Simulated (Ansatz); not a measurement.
Planning a run of Ansatz 0.2.0 on WS2 (layers cut from the bulk crystal). The input:

```yaml
crystal:
  lattice:
    - [3.1561069924, 0.0, 0.0]
    - [-1.5780534962, 2.7332688324, 0.0]
    - [0.0, 0.0, 53.8]
  atoms:
    - { symbol: S, position: [0.6666666667, 0.3333333333, 0.3577893293] }
    - { symbol: W, position: [0.3333333333, 0.6666666667, 0.3870972833] }
    - { symbol: S, position: [0.6666666667, 0.3333333333, 0.4163693837] }
    - { symbol: S, position: [0.3333333333, 0.6666666667, 0.4707397701] }
    - { symbol: W, position: [0.6666666667, 0.3333333333, 0.5] }
    - { symbol: S, position: [0.3333333333, 0.6666666667, 0.5292602299] }
    - { symbol: S, position: [0.6666666667, 0.3333333333, 0.5836306163] }
    - { symbol: W, position: [0.3333333333, 0.6666666667, 0.6129027167] }
    - { symbol: S, position: [0.6666666667, 0.3333333333, 0.6422106707] }
  periodic: [true, true, false]
kpoints:
  mp_grid: { grid: [9, 9, 1] }
hamiltonian:
  xc: pbe
  pseudopotentials: { kind: paw, azcp: { folder: soft_1 } }
scf:
  occupations: { method: fixed }
  convergence: { dr2_threshold: 1.0e-10 }
gw:
  n_empty_bands: 617
  ecut_chi: 70.0
  qp_bands: [v3, c3]
  qp_kpoints: band_edges
  screening: { model: contour_deformation }
```

```sh
ansatz run input.yaml --threads 2 --pin off --max-ram 73728MiB --backend cuda --events-out ev --progress --plain --runs-dir out --devices 1 --max-vram 13GiB
```

How long will it take on 1 × NVIDIA H100 80GB HBM3 (shared by 6 runs) with 2 threads of AMD EPYC 7R13 (Zen 3), shared host, and how much memory?

It took 1.9 min; on shared hardware allow 58 s to 3.9 min. Peak host memory was 3.4 GiB. The sizes that set the cost: 8963 plane waves a state, 12 irreducible k points, 656 bands summed, 601 plane waves in the screening and 14 SCF cycles.

The screening grows as filled bands × empty bands × pairs of k points, times the square of the screening basis for the matrix.

[Paths, hosts, dates, memory and timing lines, banners, echoed tables and standing remarks are left out of the program output.]

[Logs are printed without paths, hosts, clocks, repeated set-up lines and the standing remarks that a program may print on its own settings, such as how far it seeks lower states.]

[Runs of the session that timed out or met a known fault of the program may be left out.]

[Cells called generated may have been cut or substituted from an entry of the Crystallography Open Database or the Materials Project.]

[Hosts, paths, dates, database ids (printed as entryN), source tags and the programs' standing remarks are cut or masked in the printed files.]
